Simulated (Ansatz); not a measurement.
## What DFT gives for BaTiO3

```
Ba Ti O
1.0
     4.05409    4.04320    0.00000
     4.03235   -4.04320    0.00000
     0.01087    0.01084    4.04319
Ba Ti O
2 2 6
Direct
  0.00000 0.00000 0.00000
  0.50000 0.50000 0.00000
  0.48640 0.00000 0.48640
  0.98640 0.50000 0.48640
  0.00930 0.50000 0.01810
  0.50930 0.00000 0.01810
  0.26370 0.75440 0.50930
  0.76370 0.25440 0.50930
  0.26370 0.24560 0.50930
  0.76370 0.74560 0.50930
```

The numbers come from plane-wave PAW DFT (Ansatz): r2SCAN, collinear spin, 500 eV, 3×3×5 Γ-centred k points, cold occupations (width 0.0457 eV). Nothing was relaxed.

The state carries no moments; the state need not be the lowest.

Task: Which atom feels the largest force, and which way?

Result: The largest is on Ti3 (and as large on other atoms): 0.30 eV/Å, components (-0.18, -0.18, -0.17). It makes 60° with the line to a nearest neighbour, O6 at 1.90 Å.

Task: What is the character of the valence top and the conduction bottom?

Result: Within 0.7 eV of the edges, the states project mainly on O p (95 %) below the gap and on Ti d (86 %) above it.

Task: Is there a gap, and of what kind?

Result: The gap is 2.67 eV, indirect or between spins (the least direct gap found is 2.72 eV).

Task: Is it stable against the elements?

Result: -3.41 eV an atom against the elements' usual phases (free molecules for gases, crystals otherwise, with no correction for O₂ or N₂), so it is bound against them; other compounds may still compete. Relaxing would lower it.

Origin: a database entry at a rescaled volume. Caveats: the input typed no starting moments.
